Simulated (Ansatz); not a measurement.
**LiH: energy against volume in PBE, exact exchange and the RPA**

Aim: the volume at rest and the bulk modulus of LiH in the zincblende structure in the random-phase approximation, beside PBE and exact exchange alone. This is a trial cell built on a prototype, not taken from a measured structure, and it needn't be the compound's ground state.

Code: Ansatz 0.2.0. PBE orbitals, norm-conserving pseudopotentials, plane waves. No spin polarisation. The prototype was imposed, so other structures may be more stable.

### 1 The structure to begin with

The cell was relaxed beforehand with r2SCAN; volume changes: +0 %, -5 %, +5 %, -10 %, +10 %.

It is cubic, F-43m (No. 216); conventional cell a = 4.290 Å, 9.87 Å³ an atom. Around Li lie 4 H at 1.86 Å; around H lie 4 Li at 1.86 Å.

The structure in full:

```cif
data_structure
_symmetry_space_group_name_H-M 'F-43m'
_symmetry_Int_Tables_number 216
_cell_length_a 4.2902
_cell_length_b 4.2902
_cell_length_c 4.2902
_cell_angle_alpha 90.000
_cell_angle_beta 90.000
_cell_angle_gamma 90.000
_cell_volume 78.97
loop_
_atom_site_label
_atom_site_type_symbol
_atom_site_symmetry_multiplicity
_atom_site_Wyckoff_symbol
_atom_site_fract_x
_atom_site_fract_y
_atom_site_fract_z
_atom_site_occupancy
Li1 Li 4 a 0.00000 0.00000 0.00000 1
H1 H 4 d 0.25000 0.25000 0.75000 1
```

### 2 The unscaled cell

Input file input.yaml:

```yaml
crystal:
  lattice:
    - [0.0, 2.1451216565, 2.1451216565]
    - [2.1451216565, 0.0, 2.1451216565]
    - [2.1451216565, 2.1451216565, 0.0]
  atoms:
    - { symbol: Li, position: [0.0, 0.0, 0.0] }
    - { symbol: H, position: [0.25, 0.25, 0.25] }
kpoints:
  mp_grid: { grid: [6, 6, 6] }
hamiltonian:
  xc: pbe
  pseudopotentials: { kind: nc }
scf:
  occupations: { method: fixed }
output:
  rpa_energy:
    ecut_chi_ladder: [317, 355, 394, 437, 480]
    long_wavelength: optical_limit
basis:
  ecutwfc: 1034.032677
```

After this run come: Volume -5 %; Volume +5 %; Volume -10 %; Volume +10 %.

**Question.** What will these runs give?

**Answer**, as computed:

Energies in meV/atom from the unscaled cell:

| volume (Å³/atom) | PBE | exact exchange | EXX+RPA | RPA correlation |
| --- | --- | --- | --- | --- |
| 8.884 | 9.3 | 28.5 | 8.2 | -20.4 |
| 9.377 | 2.1 | 11.2 | 1.7 | -9.5 |
| 9.871 | 0.0 | 0.0 | 0.0 | 0.0 |
| 10.364 | 2.1 | -6.1 | 3.1 | 9.2 |
| 10.858 | 7.6 | -8.1 | 8.9 | 17.1 |

| energy | V₀ (Å³/atom) | B₀ (GPa) | B₀′ |
| --- | --- | --- | --- |
| PBE | 9.851 | 27 | 3.3 |
| exact exchange | 10.888* | 24 | 3.3 |
| EXX+RPA | 9.776 | unresolved | unresolved |

Birch–Murnaghan fits. A star marks a minimum outside the computed volumes.

RPA correlation grows stronger on compression, so it pulls the cell in against exact exchange alone. The log puts the extrapolation error of each correlation energy at up to 10 meV/atom, against 9 meV/atom for the whole EXX+RPA curve; part of it cancels between volumes. The curve is too rough to resolve B₀ and B₀′ of EXX+RPA; its minimum, near 9.8 Å³/atom, is a rough guide. The 6×6×6 mesh and the pseudopotentials limit these values.
